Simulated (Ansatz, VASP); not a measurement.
# One calculation of CdF4, two programs

```
CELL_PARAMETERS angstrom
-2.63622 2.63622 2.63622
2.63622 -2.63622 2.63622
2.63622 2.63622 -2.63622
ATOMIC_POSITIONS crystal
Cd 0.00000 0.00000 0.00000
F 0.50000 0.50000 0.50000
F 0.00000 0.00000 0.50000
F 0.00000 0.50000 0.00000
F 0.50000 0.00000 0.00000
```

Alike in both runs: task single point; functional PBE; k mesh 6 × 6 × 6; occupations gaussian, width 0.1 eV; no spin polarisation.

|  | VASP | Ansatz |
| --- | --- | --- |
| version | VASP 6.6.1 | Ansatz 0.2.0 |
| potentials or method | VASP PAW PBE potentials, release 64 (Cd, F) | scalar-relativistic, plane waves, PAW |
| plane-wave cutoff (eV) | 520 | 420 |
| valence electrons in the cell | 40 | 48 |

```csv
,VASP,Ansatz,Ansatz less VASP
gap on the k mesh at the Fermi level (eV),none,none,-
pressure (GPa),-0.6,-0.9,-0.37
```

A gap of «none» marks a metal or a gap that the smearing closes. The two sets of potentials don't hold the same shells in valence.
